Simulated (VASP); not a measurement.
**ZnS in VASP: one cell, several levels of theory**

Zincblende ZnS, under -2.0 % biaxial strain in the (111) plane, free along [111] is computed at one geometry. Runs: PBE, r2SCAN.

Program: VASP 6.6.1. PAW datasets, plane waves. Computed at 0 K without zero-point motion; spin polarisation is off.

## 1. The cell

The cell comes from an earlier relaxation with r2SCAN in another program, then strained, with the atoms relaxed again.

The symmetry is R3m (No. 160, trigonal); conventional cell a = 3.734 Å, c = 9.454 Å, 19.02 Å³ an atom. Near Zn stand 4 S at 2.31–2.33 Å; near S stand 4 Zn at 2.31–2.33 Å.

Structure file:

```xyz
2
Lattice="0.0593 2.6995 2.6995 2.6995 0.0593 2.6995 2.6995 2.6995 0.0593" Properties=species:S:1:pos:R:3 pbc="T T T"
Zn    0.0111    0.0111    0.0111
S     1.3534    1.3534    1.3534
```

## 2. Single point with PBE

File INCAR:

```
ENCUT = 520.000000
SIGMA = 0.020000
EDIFF = 1.00e-07
GGA = PE
PREC = Accurate
IBRION = -1
ISIF = 2
ISMEAR = -1
NBANDS = 16
NELM = 120
NSW = 0
LASPH = .TRUE.
LCHARG = .TRUE.
LELF = .TRUE.
LWAVE = .FALSE.
LREAL = .FALSE.
```

File KPOINTS:

```
KPOINTS created by Atomic Simulation Environment
0
Gamma
8 8 8
0 0 0
```

File KPOINTS_OPT:

```
special points
6
Reciprocal
0.0000000000 0.0000000000 0.0000000000 1
-0.5000000000 -0.5000000000 0.0000000000 1
-0.3750000000 -0.3750000000 0.2500000000 1
-0.3750000000 0.0000000000 0.3750000000 1
0.0000000000 0.0000000000 0.5000000000 1
-0.5000000000 -0.2500000000 0.2500000000 1
```

File POSCAR:

```
Zn S
 1.0000000000000000
     0.0592605148000000    2.6994646297000000    2.6994646297000000
     2.6994646297000000    0.0592605148000000    2.6994646297000000
     2.6994646297000000    2.6994646297000000    0.0592605148000000
 Zn  S
   1   1
Cartesian
  0.0111027799078789  0.0111027799078789  0.0111027799078789
  1.3534446636421211  1.3534446636421211  1.3534446636421211
```

The run uses the recommended PBE PAW datasets (18 valence electrons a neutral cell).

Launch:

```sh
> mpirun -np 1 vasp_std
```

Standard output, without the iteration lines:

```text
POSCAR found type information on POSCAR ZnS
 POSCAR found :  2 types and       2 ions
 LDA part: xc-table for (Slater+PW92), standard interpolation
 POSCAR, INCAR and KPOINTS ok, starting setup
 FFT: planning ... GRIDC
 FFT: planning ... GRID_SOFT
 FFT: planning ... GRID
 WAVECAR not read
 entering main loop
 Start KPOINTS_OPT (optional k-point list driver)
k-point batch [1-6\6]
```

OSZICAR:

```text
N       E                     dE             d eps       ncg     rms          rms(c)
DAV:   1     0.879971410723E+02    0.87997E+02   -0.90654E+03  2104   0.137E+03
DAV:   2    -0.163687870654E+01   -0.89634E+02   -0.83792E+02  2328   0.258E+02
DAV:   3    -0.718556911705E+01   -0.55487E+01   -0.55258E+01  2640   0.630E+01
DAV:   4    -0.724138086727E+01   -0.55812E-01   -0.55802E-01  2488   0.648E+00
DAV:   5    -0.724203199638E+01   -0.65113E-03   -0.65112E-03  2672   0.680E-01    0.736E+00
DAV:   6    -0.683270292236E+01    0.40933E+00   -0.74135E-01  3144   0.307E+01    0.571E+00
DAV:   7    -0.681064197896E+01    0.22061E-01   -0.26295E-01  2560   0.472E+00    0.286E+00
DAV:   8    -0.680987948099E+01    0.76250E-03   -0.55780E-03  2704   0.102E+00    0.743E-01
DAV:   9    -0.681005932842E+01   -0.17985E-03   -0.13604E-03  2560   0.288E-01    0.915E-02
DAV:  10    -0.681021476432E+01   -0.15544E-03   -0.20957E-04  2616   0.105E-01    0.315E-02
DAV:  11    -0.681021378866E+01    0.97565E-06   -0.30273E-05  2504   0.421E-02    0.775E-03
DAV:  12    -0.681021451986E+01   -0.73120E-06   -0.39501E-06  2648   0.133E-02    0.287E-03
DAV:  13    -0.681021462219E+01   -0.10232E-06   -0.32395E-07  2688   0.688E-03    0.128E-03
DAV:  14    -0.681021461399E+01    0.81950E-08   -0.46650E-08  1992   0.207E-03
   1 F= -.68102146E+01 E0= -.68102146E+01  d E =-.254119E-10
       N       E                     dE             ncg
DAV:   1     0.214397456318E+04   -0.30683E+04      192
DAV:   2     0.160990832034E+04   -0.53407E+03      240
DAV:   3     0.157620309833E+04   -0.33705E+02      240
DAV:   4     0.157584125930E+04   -0.36184E+00      232
DAV:   5     0.157583812086E+04   -0.31384E-02      240
DAV:   6     0.157583806996E+04   -0.50894E-04      240
DAV:   7     0.157583806896E+04   -0.99858E-06      264
DAV:   8     0.157583806895E+04   -0.18087E-07      176
```

The lines after F= are the extra pass for the points of KPOINTS_OPT, at fixed density; their E is not a total energy.

From OUTCAR:

```text
k-points           NKPTS =     65   k-points in BZ     NKDIM =     65   number of bands    NBANDS=     16

   NELECT =      18.0000    total number of electrons

   dimension x,y,z NGX =    28 NGY =   28 NGZ =   28
   dimension x,y,z NGXF=    56 NGYF=   56 NGZF=   56

  energy-cutoff  :      520.00
  volume of cell :       38.05
      direct lattice vectors                 reciprocal lattice vectors
     0.059260515  2.699464630  2.699464630    -0.191435421  0.187323173  0.187323173
     2.699464630  0.059260515  2.699464630     0.187323173 -0.191435421  0.187323173
     2.699464630  2.699464630  0.059260515     0.187323173  0.187323173 -0.191435421

 k-points in reciprocal lattice and weights: KPOINTS created by Atomic Simulation Env
   0.00000000  0.00000000  0.00000000       0.002
   0.12500000 -0.00000000 -0.00000000       0.012
   0.25000000 -0.00000000 -0.00000000       0.012
   0.37500000  0.00000000  0.00000000       0.012
   0.50000000 -0.00000000 -0.00000000       0.006
   0.12500000  0.12500000 -0.00000000       0.012
   0.25000000  0.12500000 -0.00000000       0.023
   0.37500000  0.12500000  0.00000000       0.023
[... 57 more k-points ...]

 E-fermi :   2.8901

 k-point     1 :       0.0000    0.0000    0.0000
  band No.  band energies     occupation
      1     -10.9445      2.00000
      2      -4.0545      2.00000
      3      -4.0265      2.00000
      4      -4.0265      2.00000
      5      -3.4958      2.00000
      6      -3.4958      2.00000
      7       2.3200      2.00000
      8       2.5179      2.00000
      9       2.5179      2.00000
     10       4.7018      0.00000
     11       8.5628      0.00000
     12       8.9789      0.00000
     13       8.9789      0.00000
     14      14.2622      0.00000
     15      14.2622      0.00000
     16      14.5353      0.00000

 k-point     2 :       0.1250   -0.0000   -0.0000
  band No.  band energies     occupation
      1     -10.8175      2.00000
      2      -4.0405      2.00000
      3      -4.0189      2.00000
      4      -4.0049      2.00000
      5      -3.4989      2.00000
      6      -3.4968      2.00000
      7       1.3600      2.00000
      8       2.1859      2.00000
      9       2.3573      2.00000
     10       5.4896      0.00000
     11       8.8119      0.00000
     12       8.9278      0.00000
     13       9.2305      0.00000
     14      13.5663      0.00000
     15      13.6906      0.00000
     16      15.3096      0.00000

 k-point     3 :       0.2500   -0.0000   -0.0000
  band No.  band energies     occupation
      1     -10.4844      2.00000
      2      -4.0014      2.00000
      3      -3.9652      2.00000
      4      -3.9588      2.00000
      5      -3.4981      2.00000
      6      -3.4904      2.00000
      7      -0.4170      2.00000
      8       1.8381      2.00000
      9       2.0096      2.00000
     10       5.9620      0.00000
     11       9.2594      0.00000
     12       9.5445      0.00000
     13       9.6116      0.00000
     14      13.2598      0.00000
     15      13.5979      0.00000
     16      14.7136      0.00000

 k-point     4 :       0.3750    0.0000    0.0000
  band No.  band energies     occupation
      1     -10.1029      2.00000
      2      -3.9322      2.00000
      3      -3.9243      2.00000
      4      -3.7754      2.00000
      5      -3.4803      2.00000
      6      -3.4677      2.00000
      7      -2.0137      2.00000
      8       1.5330      2.00000
      9       1.7015      2.00000
     10       5.8326      0.00000
     11       9.3284      0.00000
     12       9.4531      0.00000
     13      10.8908      0.00000
     14      14.2547      0.00000
     15      14.4786      0.00000
     16      14.8645      0.00000

 k-point     5 :       0.5000   -0.0000   -0.0000
  band No.  band energies     occupation
      1      -9.9263      2.00000
      2      -3.9173      2.00000
      3      -3.9141      2.00000
      4      -3.4766      2.00000
      5      -3.4526      2.00000
      6      -3.2693      2.00000
      7      -3.0445      2.00000
      8       1.4149      2.00000
      9       1.5821      2.00000
     10       5.7405      0.00000
     11       9.2474      0.00000
     12       9.3456      0.00000
     13      11.4650      0.00000
     14      14.7869      0.00000
     15      15.6091      0.00000
     16      16.2766      0.00000

[... the tables of k-points 6 to 65 left out ...]

  Total        1.1322707      1.1322707      1.1322707     -0.2614512     -0.2614512     -0.2614512
  in kB       47.6801045     47.6801045     47.6801045    -11.0097539    -11.0097539    -11.0097539
  external PRESSURE =      47.6801045 kB  Pullay stress =       0.0000000 kB

 POSITION                                       TOTAL-FORCE (eV/Angst)
 -----------------------------------------------------------------------------------
      0.01110      0.01110      0.01110         0.008295      0.008295      0.008295
      1.35344      1.35344      1.35344        -0.008295     -0.008295     -0.008295
 -----------------------------------------------------------------------------------
    total drift:                                0.000030      0.000030      0.000031

  FREE ENERGIE OF THE ION-ELECTRON SYSTEM (eV)
  ---------------------------------------------------
  free  energy   TOTEN  =        -6.8102146140 eV

  energy  without entropy=       -6.8102146140  energy(sigma->0) =       -6.81021461
```

Wall time 34 s (1 MPI rank of Intel Xeon Platinum 8488C, shared host); peak memory 0.2 GiB.

The levels at the points of KPOINTS_OPT are read from vasprun.xml.

Near the gap, in eV above the top of the last filled band v; c is the band after it:

```csv
point,v−1,v,c,c+1
Γ,0.00,0.00,2.18,6.04
X,-2.53,-2.29,3.21,4.05
U,-3.40,-1.87,4.19,5.78
K,-3.29,-2.08,3.86,6.18
L,-1.10,-0.94,3.22,6.73
W,-3.02,-2.89,5.57,6.16
```

Gap with PBE: 2.18 eV, direct (Γ). Pressure: 4.77 GPa, and the largest force is 0.014 eV/Å, on atom 1 (Zn).

Axes a, b and c in the maps are those of this run's conventional cell (a, b, c = 3.734, 3.734, 9.454 Å).

Density in a lattice plane of the grid's cell (edges 3.73 and 9.45 Å, at 0.000 of the third edge), which holds Zn and S.

Ten even steps from '0' (-0.19 e/Å³) to '9' (19.62 e/Å³):
```
3100000001
0000000000
0000000000
0000000000
0000000000
0000000000
0000000000
0000000000
0000000000
0000000000
0000000000
0000000000
0000000000
0000000000
0000000000
0000000000
0000000000
0000000000
3100000001
9500000005
```
Columns run along the first of these edges and rows up along the second, over one cell in 10 and 20 even steps from the bottom left corner. Atoms in the plane (fractional): Zn at (0.00, 1.00), S at (0.00, 0.75).

ELF in the same plane.

Values, 12 rows by 6 columns:
```
0.19 0.20 0.11 0.05 0.11 0.20
0.89 0.81 0.37 0.04 0.37 0.81
0.22 0.82 0.60 0.14 0.60 0.82
0.78 0.79 0.30 0.17 0.30 0.79
0.18 0.12 0.11 0.15 0.11 0.12
0.01 0.05 0.37 0.58 0.37 0.05
0.02 0.14 0.61 0.77 0.61 0.14
0.02 0.11 0.29 0.32 0.29 0.11
0.01 0.03 0.11 0.14 0.11 0.03
0.07 0.10 0.37 0.52 0.37 0.10
0.20 0.20 0.61 0.74 0.61 0.20
0.06 0.10 0.29 0.55 0.29 0.10
```
Columns run along the first of these edges and rows up along the second, over one cell in 6 and 12 even steps from the bottom left corner. Atoms in the plane (fractional): Zn at (0.00, 1.00), S at (0.00, 0.75).

Both are smooth fields of the valence electrons: close to the nuclei they are not physical.

Maxima of ELF outside the ion cores: 0.89 on the S–Zn line, 0.8 Å from S.

## 3. r2SCAN at this geometry

File INCAR:

```
ENCUT = 520.000000
SIGMA = 0.010000
EDIFF = 1.00e-07
ALGO = Normal
METAGGA = R2SCAN
PREC = Accurate
IBRION = -1
ISIF = 2
ISMEAR = 0
NBANDS = 16
NELM = 120
NSW = 0
LASPH = .TRUE.
LCHARG = .TRUE.
LELF = .TRUE.
LWAVE = .FALSE.
LREAL = .FALSE.
```

KPOINTS is that of step 2.

KPOINTS_OPT is that of step 2.

POSCAR is that of step 2.

Launch:

```sh
> mpirun -np 1 vasp_std
```

Printed to the terminal (iteration lines stand in OSZICAR):

```text
POSCAR found type information on POSCAR ZnS
 POSCAR found :  2 types and       2 ions
 -----------------------------------------------------------------------------
|                                                                             |
|                                                                             |
|     You enforced a specific xc type in the INCAR file but a different       |
|     I HOPE YOU KNOW WHAT YOU ARE DOING!                                     |
|                                                                             |
 -----------------------------------------------------------------------------

 LDA part: xc-table for (None), standard interpolation
 POSCAR, INCAR and KPOINTS ok, starting setup
 FFT: planning ... GRIDC
 FFT: planning ... GRID_SOFT
 FFT: planning ... GRID
 WAVECAR not read
 entering main loop
 Start KPOINTS_OPT (optional k-point list driver)
k-point batch [1-6\6]
```

OSZICAR:

```text
N       E                     dE             d eps       ncg     rms          rms(c)
DAV:   1     0.747764581420E+02    0.74776E+02   -0.92289E+03  2104   0.140E+03
DAV:   2    -0.162061497391E+02   -0.90983E+02   -0.85048E+02  2328   0.263E+02
DAV:   3    -0.218575079794E+02   -0.56514E+01   -0.56291E+01  2624   0.650E+01
DAV:   4    -0.219116955709E+02   -0.54188E-01   -0.54179E-01  2456   0.654E+00
DAV:   5    -0.219122751618E+02   -0.57959E-03   -0.57958E-03  2704   0.646E-01    0.761E+00
DAV:   6    -0.188660628250E+02    0.30462E+01   -0.14692E+00  2224   0.379E+01    0.670E+00
DAV:   7    -0.188336560529E+02    0.32407E-01   -0.43175E-01  2680   0.108E+01    0.386E+00
DAV:   8    -0.188484042701E+02   -0.14748E-01   -0.33491E-02  2680   0.174E+00    0.118E+00
DAV:   9    -0.188495045630E+02   -0.11003E-02   -0.34731E-03  2632   0.139E+00    0.119E-01
DAV:  10    -0.188496108806E+02   -0.10632E-03   -0.90193E-04  2496   0.321E-01    0.751E-02
DAV:  11    -0.188496406791E+02   -0.29798E-04   -0.27201E-04  2696   0.468E-01    0.666E-02
DAV:  12    -0.188496514822E+02   -0.10803E-04   -0.12435E-04  2576   0.304E-01    0.129E-02
DAV:  13    -0.188496514858E+02   -0.36498E-08   -0.66902E-06  2616   0.284E-02    0.949E-03
DAV:  14    -0.188496534372E+02   -0.19513E-05   -0.30790E-07  2648   0.494E-03    0.433E-03
DAV:  15    -0.188496541737E+02   -0.73652E-06   -0.20736E-07  2264   0.110E-02    0.143E-03
DAV:  16    -0.188496541444E+02    0.29258E-07   -0.72580E-08  1352   0.194E-03
   1 F= -.18849654E+02 E0= -.18849654E+02  d E =-.274594E-77
       N       E                     dE             ncg
DAV:   1     0.211596583338E+04   -0.30963E+04      192
DAV:   2     0.156532609850E+04   -0.55064E+03      240
DAV:   3     0.153078156447E+04   -0.34545E+02      240
DAV:   4     0.153042795124E+04   -0.35361E+00      232
DAV:   5     0.153042506176E+04   -0.28895E-02      240
DAV:   6     0.153042501639E+04   -0.45374E-04      232
DAV:   7     0.153042501551E+04   -0.88180E-06      256
DAV:   8     0.153042501549E+04   -0.15747E-07      176
```

Parts of OUTCAR:

```text
k-points           NKPTS =     65   k-points in BZ     NKDIM =     65   number of bands    NBANDS=     16

   NELECT =      18.0000    total number of electrons

   dimension x,y,z NGX =    28 NGY =   28 NGZ =   28
   dimension x,y,z NGXF=    56 NGYF=   56 NGZF=   56

  energy-cutoff  :      520.00
  volume of cell :       38.05
      direct lattice vectors                 reciprocal lattice vectors
     0.059260515  2.699464630  2.699464630    -0.191435421  0.187323173  0.187323173
     2.699464630  0.059260515  2.699464630     0.187323173 -0.191435421  0.187323173
     2.699464630  2.699464630  0.059260515     0.187323173  0.187323173 -0.191435421

 k-points in reciprocal lattice and weights: KPOINTS created by Atomic Simulation Env
   0.00000000  0.00000000  0.00000000       0.002
   0.12500000 -0.00000000 -0.00000000       0.012
   0.25000000 -0.00000000 -0.00000000       0.012
   0.37500000  0.00000000  0.00000000       0.012
   0.50000000 -0.00000000 -0.00000000       0.006
   0.12500000  0.12500000 -0.00000000       0.012
   0.25000000  0.12500000 -0.00000000       0.023
   0.37500000  0.12500000  0.00000000       0.023
[... 57 more k-points ...]

 E-fermi :   2.3771

 k-point     1 :       0.0000    0.0000    0.0000
  band No.  band energies     occupation
      1     -11.7611      2.00000
      2      -4.4896      2.00000
      3      -4.4615      2.00000
      4      -4.4615      2.00000
      5      -3.8788      2.00000
      6      -3.8788      2.00000
      7       2.0418      2.00000
      8       2.2475      2.00000
      9       2.2475      2.00000
     10       4.9961      0.00000
     11       8.7870      0.00000
     12       9.2145      0.00000
     13       9.2145      0.00000
     14      14.5296      0.00000
     15      14.5296      0.00000
     16      14.9528      0.00000

 k-point     2 :       0.1250   -0.0000   -0.0000
  band No.  band energies     occupation
      1     -11.6312      2.00000
      2      -4.4741      2.00000
      3      -4.4515      2.00000
      4      -4.4388      2.00000
      5      -3.8818      2.00000
      6      -3.8797      2.00000
      7       1.1141      2.00000
      8       1.9061      2.00000
      9       2.0837      2.00000
     10       5.7535      0.00000
     11       9.0416      0.00000
     12       9.1621      0.00000
     13       9.4745      0.00000
     14      13.8161      0.00000
     15      13.9418      0.00000
     16      15.7297      0.00000

 k-point     3 :       0.2500   -0.0000   -0.0000
  band No.  band energies     occupation
      1     -11.2908      2.00000
      2      -4.4289      2.00000
      3      -4.3928      2.00000
      4      -4.3894      2.00000
      5      -3.8810      2.00000
      6      -3.8735      2.00000
      7      -0.7099      2.00000
      8       1.5504      2.00000
      9       1.7275      2.00000
     10       6.2198      0.00000
     11       9.4932      0.00000
     12       9.7828      0.00000
     13       9.8758      0.00000
     14      13.5151      0.00000
     15      13.8649      0.00000
     16      15.0376      0.00000

 k-point     4 :       0.3750    0.0000    0.0000
  band No.  band energies     occupation
      1     -10.9022      2.00000
      2      -4.3580      2.00000
      3      -4.3509      2.00000
      4      -4.1861      2.00000
      5      -3.8638      2.00000
      6      -3.8516      2.00000
      7      -2.3617      2.00000
      8       1.2366      2.00000
      9       1.4102      2.00000
     10       6.0699      0.00000
     11       9.5313      0.00000
     12       9.6576      0.00000
     13      11.1813      0.00000
     14      14.5791      0.00000
     15      14.8469      0.00000
     16      15.2113      0.00000

 k-point     5 :       0.5000   -0.0000   -0.0000
  band No.  band energies     occupation
      1     -10.7227      2.00000
      2      -4.3409      2.00000
      3      -4.3389      2.00000
      4      -3.8609      2.00000
      5      -3.8370      2.00000
      6      -3.6573      2.00000
      7      -3.4304      2.00000
      8       1.1147      2.00000
      9       1.2869      2.00000
     10       5.9701      0.00000
     11       9.4350      0.00000
     12       9.5355      0.00000
     13      11.7324      0.00000
     14      15.2377      0.00000
     15      15.9853      0.00000
     16      16.6686      0.00000

[... the tables of k-points 6 to 65 left out ...]

  Total        0.5498024      0.5498024      0.5498024     -0.2777046     -0.2777046     -0.2777046
  in kB       23.1522716     23.1522716     23.1522716    -11.6941847    -11.6941847    -11.6941847
  external PRESSURE =      23.1522716 kB  Pullay stress =       0.0000000 kB

 POSITION                                       TOTAL-FORCE (eV/Angst)
 -----------------------------------------------------------------------------------
      0.01110      0.01110      0.01110         0.002826      0.002826      0.002826
      1.35344      1.35344      1.35344        -0.002826     -0.002826     -0.002826
 -----------------------------------------------------------------------------------
    total drift:                                0.000481      0.000481      0.000483

  FREE ENERGIE OF THE ION-ELECTRON SYSTEM (eV)
  ---------------------------------------------------
  free  energy   TOTEN  =       -18.8496541444 eV

  energy  without entropy=      -18.8496541444  energy(sigma->0) =      -18.84965414
```

It took 1.9 min on 1 MPI rank of Intel Xeon Platinum 8488C, shared host; peak memory 0.21 GiB.

The levels at the points of KPOINTS_OPT are read from vasprun.xml.

Near the gap, in eV above the top of the last filled band v; c is the band after it:

```csv
point,v−1,v,c,c+1
Γ,0.00,0.00,2.75,6.54
X,-2.60,-2.36,3.53,4.45
U,-3.48,-1.92,4.57,6.24
K,-3.38,-2.14,4.23,6.66
L,-1.13,-0.96,3.72,7.19
W,-3.09,-2.96,5.92,6.71
```

Gap with r2SCAN: 2.75 eV, direct (Γ). The pressure is 2.32 GPa; the forces vanish within 0.01 eV/Å.

## 4. Results

| level | gap (eV) | pressure (GPa) |
| --- | --- | --- |
| PBE | 2.18 | 4.77 |
| r2SCAN | 2.75 | 2.32 |

**Reading.** The gap spans 2.18 eV (PBE) to 2.75 eV (r2SCAN). At this one volume the pressure spans 2.3 GPa (r2SCAN) to 4.8 GPa (PBE): PBE wants the largest cell and r2SCAN the smallest.
